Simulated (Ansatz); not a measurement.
The system is Re.

```
CELL_PARAMETERS angstrom
2.76639 0.00000 0.00000
-1.38319 2.39576 0.00000
0.00000 0.00000 8.93885
ATOMIC_POSITIONS crystal
Re 0.66667 0.33333 0.75000
Re 0.00000 0.00000 0.50000
Re 0.33333 0.66667 0.25000
Re 0.00000 0.00000 0.00000
```

Base run:

* Program: Ansatz 0.2.0
* Functional: PBEsol
* Potentials or basis: Ansatz PAW
* Cutoff: 420 eV (not typed: the program's choice for these potentials)
* k mesh: 11 × 11 × 3
* Occupations: fermi-dirac, width 0.05 eV
* Spin: spin-orbit coupling, no magnetisation

Its results: band gap on the k mesh none (metal or under the smearing width); pressure -6.1 GPa.

Q: The run is repeated on the same cell with these changes: functional from PBEsol to BLYP; spin from spin-orbit coupling, no magnetisation to no spin polarisation; potential files from those of the base run to others of the same set. What comes out?

A: Band gap on the k mesh none (metal or under the smearing width); pressure 16.9 GPa.

Several settings changed at once, so the effect can't be laid on one alone.

Caveats: the PAW data sets come from PBE, with cores solved anew for the run's functional, which leaves a small shift of forces and pressure; so large a pressure means that the cell lies far from this level's equilibrium, or that cutoff or potentials fall short (some runs); spin-orbit coupling is left out, which moves the levels of the heavy elements (some runs).
